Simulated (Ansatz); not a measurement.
Li: the change of phonon entropy and phonon heat capacity with temperature

Results calculated with Ansatz 0.2.0, not measured. Harmonic vibrational free energy, entropy and heat capacity at constant volume, per atom, from the force constants of a q mesh, imaginary modes left out; plane waves with PAW datasets, Gamma-centred k mesh.

Structure of every row:
```
cell vectors (Å)
  -2.1624     2.1624     4.3356
   2.1624    -2.1624     4.3356
   2.1624     2.1624    -4.3356
atoms (fractions of the cell vectors)
Li  0.75003  0.75003  0.00000
Li  0.50003  0.00003  0.50000
Li  0.24997  0.24997  0.00000
Li  0.99997  0.49997  0.50000
```

Settings of every row: functional PBE; dispersion none; spin none; wave cutoff 420 eV; k mesh 18x18x18; occupations fermi dirac; smearing width 0.15 eV; pressure 0 GPa; phonon method linear response; q mesh 2x2x2.

Limits: coarse q mesh; image ties in doubt; levels loosely converged; metal sensitive to the k mesh; phonon interpolation lacks quadrupole term; the cell comes from a prototype or a list of computed structures and needn't be the stable phase.

```csv
row,temperature (K),phonon entropy (kB/atom),phonon heat capacity (kB/atom),phonon free energy (meV/atom)
1,200,2.145,2.419,25.9
2,300,3.192,2.717,2.7
3,400,3.992,2.835,-28.4
4,500,?,?,?
5,600,5.162,2.925,-107.9
6,700,5.615,2.945,-154.4
7,800,6.009,2.957,-204.5
8,900,6.358,2.966,-257.8
9,1000,6.67,2.973,-313.9
```

Question: what phonon entropy and phonon heat capacity should row 4 give?

Worked fit of phonon entropy. Entropy rises as the heat capacity times the change of ln T, so take t = ln(T / 300 K). The shown rows have t = -0.4055, 0, 0.2877, 0.6931, 0.8473, 0.9808, 1.0986, 1.204. Least squares give phonon entropy = 3.2071 + 2.70225 × t + 0.15191 × t² kB/atom; a straight line predicts inner rows, each left out in turn, worse (root mean square 0.037 against 0.012 kB/atom). The rows lie off it by 0.009, -0.015, -0.005, 0.009, 0.009, 0.005, -0.001, -0.011 (root mean square 0.0089 kB/atom), a smooth pattern that one more power would take up: the form is only approximate. The slope at t = 0, 2.7 kB/atom, estimates the heat capacity at 300 K. The withheld row has t = 0.5108, so the fit gives 3.2071 + 2.70225 × (0.5108) + 0.15191 × (0.5108)² = 4.627 kB/atom.

The calculation gave 4.632 kB/atom. The fit lies 0.005 kB/atom (0.11 % of the column's range) below it; its largest miss of a shown row is 0.015 kB/atom.

Worked fit of phonon heat capacity. At high temperature a harmonic heat capacity falls short of its limit by a term in 1/T², so take t = (100 K / T)². The shown rows have t = 0.25, 0.11111, 0.0625, 0.02778, 0.02041, 0.01562, 0.01235, 0.01. Least squares give phonon heat capacity = 2.9996 − 2.7264 × t + 1.617 × t² kB/atom; a straight line predicts inner rows, each left out in turn, worse (root mean square 0.0094 against 0.00064 kB/atom). The rows lie off it by 0.000, 0.000, -0.001, 0.000, 0.000, 0.000, 0.000, 0.001. The constant, 2.9996 kB/atom, is to be held against the harmonic limit of 3 k_B an atom. The withheld row has t = 0.04, so the fit gives 2.9996 − 2.7264 × (0.04) + 1.617 × (0.04)² = 2.893 kB/atom.

The calculation gave 2.893 kB/atom. The fit meets it to the printed digit.

The other values of row 4: phonon free energy -65.6 meV/atom.
